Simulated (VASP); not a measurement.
# Ta (Im-3m) in VASP: notebook

One crystal, Ta, is run at these levels: LDA; tasks: relaxation of cell and atoms.

Program: VASP 6.6.1. These are calculated values, not measurements. Logs are shortened: lines on timing, memory, paths and dates and some standing lists are left out, and cuts for length are marked.

## 1. The crystal as given

Symmetry: Im-3m, No. 229, cubic system. The conventional cell has a = 3.303 Å, b = 3.303 Å, c = 3.303 Å, α = 90.00°, β = 90.00°, γ = 90.00°. Ta (site symmetry m-3m) is surrounded by 8 Ta at 2.86 Å.

## 2. Relaxation of cell and atoms, LDA

The input, INCAR:

```
PREC = Accurate
ENCUT = 520
EDIFF = 1E-7
ISMEAR = 0
SIGMA = 0.1
LREAL = False
LASPH = True
NELM = 80
ALGO = Fast
ISIF = 3
LWAVE = False
LCHARG = False
IBRION = 2
NSW = 80
EDIFFG = -0.002
```

The input, KPOINTS:

```
regular mesh
0
Gamma
  18 18 18
```

The input, POSCAR:

```
Ta
1.0
   -1.6512800000      1.6512800000      1.6512800000
    1.6512800000     -1.6512800000      1.6512800000
    1.6512800000      1.6512800000     -1.6512800000
Ta
1
Direct
    0.0000000000      0.0000000000      0.0000000000
```

Potentials or basis: VASP PAW LDA potentials, release 64 (Ta_pv).

The run is started by

```bash
$ cat potpaw_LDA.64/Ta_pv/POTCAR > POTCAR
$ mpirun -np 1 vasp_std > vasp.out
```

OUTCAR:

```text
PREC = Accurate
   ENCUT = 520
   EDIFF = 1E-7
   ISMEAR = 0
   LREAL = False
   LASPH = True
   NELM = 80
   ISIF = 3
   IBRION = 2
   NSW = 80
   EDIFFG = -0.002

 ion  position               nearest neighbor table
   1  0.000  0.000  0.000-

  LATTYP: Found a body centered cubic cell.
 ALAT       =     3.3025600000

  Lattice vectors:

 A1 = (  -1.6512800000,   1.6512800000,   1.6512800000)
 A2 = (   1.6512800000,  -1.6512800000,   1.6512800000)
 A3 = (   1.6512800000,   1.6512800000,  -1.6512800000)

Analysis of symmetry for initial positions (statically):
=====================================================================
 Subroutine PRICEL returns:
 Original cell was already a primitive cell.

 Routine SETGRP: Setting up the symmetry group for a
 body centered cubic supercell.

 Subroutine GETGRP returns: Found 48 space group operations
 (whereof 48 operations were pure point group operations)
 out of a pool of 48 trial point group operations.

The static configuration has the point symmetry O_h .

Analysis of symmetry for dynamics (positions and initial velocities):
=====================================================================
 Subroutine PRICEL returns:
 Original cell was already a primitive cell.

 Routine SETGRP: Setting up the symmetry group for a
 body centered cubic supercell.

 Subroutine GETGRP returns: Found 48 space group operations
 (whereof 48 operations were pure point group operations)
 out of a pool of 48 trial point group operations.

The dynamic configuration has the point symmetry O_h .

 Subroutine INISYM returns: Found 48 space group operations
 (whereof 48 operations are pure point group operations),
 and found     1 'primitive' translations

----------------------------------------------------------------------------------------

                                     Primitive cell

  volume of cell :      18.0104

  direct lattice vectors                    reciprocal lattice vectors
    -1.651280000  1.651280000  1.651280000     0.000000000  0.302795407  0.302795407
     1.651280000 -1.651280000  1.651280000     0.302795407  0.000000000  0.302795407
     1.651280000  1.651280000 -1.651280000     0.302795407  0.302795407  0.000000000

  length of vectors
     2.860100858  2.860100858  2.860100858     0.428217371  0.428217371  0.428217371

  position of ions in fractional coordinates (direct lattice)
     0.000000000  0.000000000  0.000000000

  ion indices of the primitive-cell ions
   primitive index   ion index
                 1           1

----------------------------------------------------------------------------------------

 KPOINTS: regular mesh

Automatic generation of k-mesh.
 Grid dimensions read from file:
 generate k-points for:   18   18   18

 Generating k-lattice:

  Cartesian coordinates                     Fractional coordinates (reciprocal lattice)
     0.000000000  0.016821967  0.016821967     0.055555556  0.000000000  0.000000000
     0.016821967  0.000000000  0.016821967     0.000000000  0.055555556  0.000000000
     0.016821967  0.016821967  0.000000000     0.000000000  0.000000000  0.055555556

  Length of vectors
     0.023789854  0.023789854  0.023789854

  Shift w.r.t. Gamma in fractional coordinates (k-lattice)
     0.000000000  0.000000000  0.000000000

 Subroutine IBZKPT returns following result:
 ===========================================

 Found    195 irreducible k-points:

 Following reciprocal coordinates:
            Coordinates               Weight
  0.000000  0.000000  0.000000      1.000000
  0.055556  0.000000  0.000000     12.000000
  0.111111  0.000000  0.000000     12.000000
  0.166667  0.000000  0.000000     12.000000
  0.222222  0.000000  0.000000     12.000000
  0.277778  0.000000  0.000000     12.000000
[... 16 lines left out ...]
  0.333333  0.111111  0.000000     48.000000
  0.388889  0.111111  0.000000     48.000000
 [... further k-points ...]
   k-points           NKPTS =    195   k-points in BZ     NKDIM =    195   number of bands    NBANDS=      9
   number of dos      NEDOS =    301   number of ions     NIONS =      1
   total plane-waves  NPLWV =  13824
   dimension x,y,z NGX =    24 NGY =   24 NGZ =   24
   dimension x,y,z NGXF=    48 NGYF=   48 NGZF=   48
   ions per type =               1
   NGX,Y,Z   is equivalent  to a cutoff of  13.95, 13.95, 13.95 a.u.
   NGXF,Y,Z  is equivalent  to a cutoff of  27.90, 27.90, 27.90 a.u.
 SYSTEM =  unknown system
   PREC   = accura    normal or accurate (medium, high low for compatibility)
   ISTART =      0    job   : 0-new  1-cont  2-samecut
   ICHARG =      2    charge: 1-file 2-atom 10-const
   ISPIN  =      1    spin polarized calculation?
   LNONCOLLINEAR =      F non collinear calculations
   LSORBIT =      F    spin-orbit coupling
   LASPH  =      T    aspherical Exc in radial PAW
   ENCUT  =  520.0 eV  38.22 Ry    6.18 a.u.   5.32  5.32  5.32*2*pi/ulx,y,z
   NELM   =     80;   NELMIN=  2; NELMDL= -5     # of ELM steps
   EDIFF  = 0.1E-06   stopping-criterion for ELM
   LREAL  =      F    real-space projection
   EDIFFG = -.2E-02   stopping-criterion for IOM
   NSW    =     80    number of steps for IOM
   IBRION =      2    ionic relax: 0-MD 1-quasi-New 2-CG
   NFREE  =      1    steps in history (QN), initial steepest desc. (CG)
   ISIF   =      3    stress and relaxation
   ISYM   =      2    0-nonsym 1-usesym 2-fastsym
   POTIM  = 0.5000    time-step for ionic-motion
   TEBEG  =    0.0;   TEEND  =   0.0 temperature during run
   PSTRESS=    0.0 pullay stress
   NELECT =      11.0000    total number of electrons
   NUPDOWN=      -1.0000    fix difference up-down
   EMIN   =  10.00;   EMAX   =-10.00  energy-range for DOS
   EFERMI =   0.00;   METHOD = LEGACY
   ISMEAR =     0;   SIGMA  =   0.10  broadening in eV -4-tet -1-fermi 0-gaus
   EFERMI_NEDOS =   21; number of points for ismear=-14 and -15
   IALGO  =     68    algorithm
   IMIX   =      4    mixing-type and parameters
     AMIX     =   0.40;   BMIX     =  1.00
     AMIX_MAG =   1.60;   BMIX_MAG =  1.00
  volume/ion in A,a.u.               =      18.01       121.54
  Fermi-wavevector in a.u.,A,eV,Ry     =   1.388988  2.624806 26.249534  1.929286
  Thomas-Fermi vector in A             =   2.513061
   LORBIT       =      0    0 simple, 1 ext, 2 COOP (PROOUT), +10 PAW based schemes
   GGA     = CA    functional components
   LHFCALC =     F    Hartree Fock is set to
   AEXX    =    0.0000 exact exchange contribution
   IVDW    =     0    specifies the selected vdW correction
   LEPSILON=     F    determine dielectric tensor
   LRPA    =     F    only Hartree local field effects (RPA)
 conjugate gradient relaxation of ions
 non-spin polarized calculation
 RMM-DIIS sequential band-by-band and
 Gauss-broadening in eV      SIGMA  =   0.10
  energy-cutoff  :      520.00
  volume of cell :       18.01
 maximum number of plane-waves:       498
 NGX is ok and might be reduce to    24
   NGX = 11   NGY = 11   NGZ = 11

--------------------------------------- Ionic step        1  -------------------------------------------

 number of electron      11.0000002 magnetization

 Free energy of the ion-electron system (eV)
  ---------------------------------------------------
  ext. energy  EPLUGINS =         0.00000000
  ---------------------------------------------------
  free energy    TOTEN  =       -12.81306146 eV

  energy without entropy =      -12.80706380  energy(sigma->0) =      -12.81006263

------------------------ aborting loop because EDIFF is reached ----------------------------------------

  FORCE on cell =-STRESS in cart. coord.  units (eV):
  Direction    XX          YY          ZZ          XY          YZ          ZX
  --------------------------------------------------------------------------------------
  -------------------------------------------------------------------------------------
  Total       -0.9551738     -0.9551738     -0.9551738     -0.0000000     -0.0000000      0.0000000
  in kB      -84.9710211    -84.9710211    -84.9710211     -0.0000000     -0.0000000      0.0000000
  external PRESSURE =     -84.9710211 kB  Pullay stress =       0.0000000 kB

 VOLUME and BASIS-vectors are now :
 -----------------------------------------------------------------------------
  energy-cutoff  :      520.00
  volume of cell :       18.01
      direct lattice vectors                 reciprocal lattice vectors
    -1.651280000  1.651280000  1.651280000     0.000000000  0.302795407  0.302795407
     1.651280000 -1.651280000  1.651280000     0.302795407  0.000000000  0.302795407
     1.651280000  1.651280000 -1.651280000     0.302795407  0.302795407  0.000000000
[... 176 lines left out ...]
 POSITION                                       TOTAL-FORCE (eV/Angst)
 -----------------------------------------------------------------------------------
      1.62940      1.62940      1.62940         0.000000      0.000000      0.000000
 -----------------------------------------------------------------------------------
    total drift:                               -0.000000     -0.000000      0.000000

  FREE ENERGIE OF THE ION-ELECTRON SYSTEM (eV)
  ---------------------------------------------------
  free  energy   TOTEN  =       -12.8331731859 eV

  energy  without entropy=      -12.8274147606  energy(sigma->0) =      -12.83029397

--------------------------------------- Ionic step        7  -------------------------------------------

 number of electron      11.0000000 magnetization

 Free energy of the ion-electron system (eV)
  ---------------------------------------------------
  ext. energy  EPLUGINS =         0.00000000
  ---------------------------------------------------
  free energy    TOTEN  =       -12.83320241 eV

  energy without entropy =      -12.82743682  energy(sigma->0) =      -12.83031961

 E-fermi :   5.7476     XC(G=0): -13.0086

 val. band max:        5.7475119650   @ k =  -0.3333   0.3333   0.1667
 cond. band min:       5.7587074826   @ k =  -0.2222   0.2222   0.1667
 fundamental gap:      0.0111955175
 Fermi energy:         5.7475759241

 k-point     1 :       0.0000    0.0000    0.0000
  band No.  band energies     occupation
      1     -26.9855      2.00000
      2     -26.9855      2.00000
      3     -26.9855      2.00000
      4      -2.2476      2.00000
      5       6.4174      0.00000
      6       6.4174      0.00000
      7       6.4174      0.00000
      8       9.8267      0.00000
      9       9.8267      0.00000

 k-point     2 :       0.0556    0.0000    0.0000
  band No.  band energies     occupation
      1     -27.0310      2.00000
      2     -26.9993      2.00000
      3     -26.9858      2.00000
      4      -2.1007      2.00000
      5       6.3222      0.00000
      6       6.3922      0.00000
      7       6.5608      0.00000
      8       9.6678      0.00000
      9       9.8264      0.00000
[... 253 lines left out ...]
 k-point    24 :       0.3889    0.1111    0.0000
  band No.  band energies     occupation
      1     -28.2706      2.00000
      2     -27.4635      2.00000
      3     -27.0561      2.00000
      4       1.6175      2.00000
      5       4.1775      2.00000
      6       6.6276      0.00000
      7       9.5986      0.00000
      8      10.9671      0.00000
      9      14.0298      0.00000

 [... further k-points ...]

------------------------ aborting loop because EDIFF is reached ----------------------------------------

  FORCE on cell =-STRESS in cart. coord.  units (eV):
  Direction    XX          YY          ZZ          XY          YZ          ZX
  --------------------------------------------------------------------------------------
  -------------------------------------------------------------------------------------
  Total        0.0002922      0.0002922      0.0002922      0.0000000     -0.0000000      0.0000000
  in kB        0.0270988      0.0270988      0.0270988      0.0000000     -0.0000000      0.0000000
  external PRESSURE =       0.0270988 kB  Pullay stress =       0.0000000 kB

 VOLUME and BASIS-vectors are now :
 -----------------------------------------------------------------------------
  energy-cutoff  :      520.00
  volume of cell :       17.28
      direct lattice vectors                 reciprocal lattice vectors
    -1.628562143  1.628562143  1.628562143     0.000000000  0.307019294  0.307019294
     1.628562143 -1.628562143  1.628562143     0.307019294  0.000000000  0.307019294
     1.628562143  1.628562143 -1.628562143     0.307019294  0.307019294  0.000000000

 POSITION                                       TOTAL-FORCE (eV/Angst)
 -----------------------------------------------------------------------------------
      0.00000      0.00000      0.00000        -0.000000      0.000000      0.000000
 -----------------------------------------------------------------------------------
    total drift:                               -0.000000     -0.000000      0.000000

  FREE ENERGIE OF THE ION-ELECTRON SYSTEM (eV)
  ---------------------------------------------------
  free  energy   TOTEN  =       -12.8332024052 eV

  energy  without entropy=      -12.8274368165  energy(sigma->0) =      -12.83031961

 reached required accuracy - stopping structural energy minimisation
```

It took 51 s on 1 thread of Intel Xeon 6975P-C (Granite Rapids), shared host; peak memory 0.16 GiB.

What came out:

| Item | Value |
| --- | --- |
| Free energy | -12.8332 eV |
| Relaxed volume | 17.28 Å³/atom |
| Relaxed cell | a = 2.821 Å, b = 2.821 Å, c = 2.821 Å, α = 109.47°, β = 109.47°, γ = 109.47° |
| Space group after relaxing (to 0.05 Å) | Im-3m (No. 229) |
| Energy gained by relaxing | 20.1 meV/atom |
| Ionic steps | 7 |
| Pressure after relaxing | 0.0 GPa |
| Band gap on the k mesh | none (metal or under the smearing width) |

Step by step:
| step | energy change (eV) | largest force (eV/Å) | pressure (GPa) | volume (Å³) |
| --- | --- | --- | --- | --- |
| 1 | 0.0000 | 0.0000 | -8.50 | 18.01 |
| 2 | 0.1066 | 0.0000 | 26.62 | 15.63 |
| 3 | -0.0201 | 0.0000 | -0.40 | 17.31 |
| 4 | -0.0201 | 0.0000 | -0.02 | 17.28 |
| 5 | -0.0201 | 0.0000 | 0.17 | 17.26 |
| 6 | -0.0201 | 0.0000 | -0.35 | 17.30 |
| 7 | -0.0201 | 0.0000 | 0.00 | 17.28 |

Final structure:
```
Ta
1.0
    -1.62856    1.62856    1.62856
     1.62856   -1.62856    1.62856
     1.62856    1.62856   -1.62856
Ta
1
Direct
  0.00000 0.00000 0.00000
```

Levels at points of the mesh, in eV from the Fermi level:
```
           k point  band 2  band 3  band 4  band 5  band 6  band 7  band 8  band 9
(0.00, 0.00, 0.00)  -32.73  -32.73   -8.00    0.67    0.67    0.67    4.08    4.08
(0.50, 0.00, 0.00)  -33.17  -32.74   -4.56   -1.71    1.94    3.99    5.05    8.17
(0.50, 0.50, 0.50)  -33.68  -33.68   -4.07   -4.07    7.13    7.13    7.13    9.14
```

Spin-orbit coupling is left out, which matters for the levels of Ta. LDA usually gives volumes a few per cent too small.

## 3. Relaxation of cell and atoms, LDA

This run uses another cell than the first one, of 17.28 Å³/atom, 0.959 times its volume.

INCAR is that of step 2.

KPOINTS is that of step 2.

The input, POSCAR:

```
Ta                                      
1.0
   -1.6285621427      1.6285621427      1.6285621427
    1.6285621427     -1.6285621427      1.6285621427
    1.6285621427      1.6285621427     -1.6285621427
  Ta            
     1
Direct
     0.0000000000000000    0.0000000000000000    0.0000000000000000
```

Potentials or basis: VASP PAW LDA potentials, release 64 (Ta_pv).

The run is started by

```bash
$ cat potpaw_LDA.64/Ta_pv/POTCAR > POTCAR
$ mpirun -np 1 vasp_std > vasp.out
```

OUTCAR:

```text
PREC = Accurate
   ENCUT = 520
   EDIFF = 1E-7
   ISMEAR = 0
   LREAL = False
   LASPH = True
   NELM = 80
   ISIF = 3
   IBRION = 2
   NSW = 80
   EDIFFG = -0.002

 ion  position               nearest neighbor table
   1  0.000  0.000  0.000-

  LATTYP: Found a body centered cubic cell.
 ALAT       =     3.2571242854

  Lattice vectors:

 A1 = (  -1.6285621427,   1.6285621427,   1.6285621427)
 A2 = (   1.6285621427,  -1.6285621427,   1.6285621427)
 A3 = (   1.6285621427,   1.6285621427,  -1.6285621427)

Analysis of symmetry for initial positions (statically):
=====================================================================
 Subroutine PRICEL returns:
 Original cell was already a primitive cell.

[... 291 lines left out ...]
 fundamental gap:      0.0110969402
 Fermi energy:         5.7481146898

 k-point     1 :       0.0000    0.0000    0.0000
  band No.  band energies     occupation
      1     -26.9846      2.00000
      2     -26.9846      2.00000
      3     -26.9846      2.00000
      4      -2.2473      2.00000
      5       6.4180      0.00000
      6       6.4180      0.00000
      7       6.4180      0.00000
      8       9.8274      0.00000
      9       9.8274      0.00000
[... 265 lines left out ...]
 k-point    24 :       0.3889    0.1111   -0.0000
  band No.  band energies     occupation
      1     -28.2700      2.00000
      2     -27.4627      2.00000
      3     -27.0552      2.00000
      4       1.6179      2.00000
      5       4.1779      2.00000
      6       6.6283      0.00000
      7       9.5994      0.00000
      8      10.9680      0.00000
      9      14.0309      0.00000

 [... further k-points ...]

------------------------ aborting loop because EDIFF is reached ----------------------------------------

  FORCE on cell =-STRESS in cart. coord.  units (eV):
  Direction    XX          YY          ZZ          XY          YZ          ZX
  --------------------------------------------------------------------------------------
  -------------------------------------------------------------------------------------
  Total        0.0008255      0.0008255      0.0008255      0.0000000     -0.0000000      0.0000000
  in kB        0.0765590      0.0765590      0.0765590      0.0000000     -0.0000000      0.0000000
  external PRESSURE =       0.0765590 kB  Pullay stress =       0.0000000 kB
[... 16 lines left out ...]
  FREE ENERGIE OF THE ION-ELECTRON SYSTEM (eV)
  ---------------------------------------------------
  free  energy   TOTEN  =       -12.8329775637 eV

  energy  without entropy=      -12.8272121786  energy(sigma->0) =      -12.83009487

 reached required accuracy - stopping structural energy minimisation
```

CONTCAR:

```text
Ta
   1.00000000000000
    -1.6285346237614953    1.6285346237614953    1.6285346237614953
     1.6285346237614953   -1.6285346237614953    1.6285346237614953
     1.6285346237614953    1.6285346237614953   -1.6285346237614953
  Ta
     1
Direct
     0.0000000000000000    0.0000000000000000    0.0000000000000000

  0.00000000E+00  0.00000000E+00  0.00000000E+00
```

It took 27 s on 1 thread of Intel Xeon 6975P-C (Granite Rapids), shared host; peak memory 0.16 GiB.

What came out:

```yaml
Free_energy: -12.8330 eV
Energy_gained_by_relaxing: 0.0 meV/atom
Ionic_steps: 4
Pressure_after_relaxing: 0.0 GPa
Band_gap_on_the_k_mesh: none (metal or under the smearing width)
```

Final structure:
```cif
data_structure
_symmetry_space_group_name_H-M 'P 1'
_symmetry_Int_Tables_number 1
_cell_length_a 2.8207
_cell_length_b 2.8207
_cell_length_c 2.8207
_cell_angle_alpha 109.471
_cell_angle_beta 109.471
_cell_angle_gamma 109.471
_cell_volume 17.28
loop_
_atom_site_label
_atom_site_type_symbol
_atom_site_fract_x
_atom_site_fract_y
_atom_site_fract_z
_atom_site_occupancy
Ta1 Ta 0.00000 0.00000 0.00000 1
```

Spin-orbit coupling is left out, which matters for the levels of Ta.
